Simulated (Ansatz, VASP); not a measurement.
NaCl in VASP and in Ansatz

```
CELL_PARAMETERS angstrom
0.00000 2.55858 2.55858
2.55858 0.00000 2.55858
2.55858 2.55858 0.00000
ATOMIC_POSITIONS crystal
Na 0.00000 0.00000 0.00000
Cl 0.50000 0.50000 0.50000
```

Alike in both runs: task single point; functional r2SCAN; k mesh 8 × 8 × 8; occupations gaussian, width 0.05 eV; no spin polarisation.

|  | VASP | Ansatz |
| --- | --- | --- |
| version | VASP 6.6.1 | Ansatz 0.2.0 |
| potentials or method | VASP PAW PBE potentials, release 64 (Na_pv, Cl) | scalar-relativistic, plane waves, PAW |
| plane-wave cutoff (eV) | 520 | 500 |
| valence electrons in the cell | 14 | 16 |

Ansatz gave:

```
gap on the k mesh at the Fermi level (eV) : 7.41
least direct gap on the mesh (eV)         : 7.41
pressure (GPa)                            : 14.4
```

What did VASP give for the same quantities?

gap on the k mesh at the Fermi level (eV): 7.44; least direct gap on the mesh (eV): 7.44; pressure (GPa): 14.2.

The two sets of potentials don't hold the same shells in valence.

Caveats: the PAW data sets were made with another functional, which shifts forces and pressure a little (VASP). r2SCAN opens gaps a little over a GGA but as a rule still falls short of measured ones.
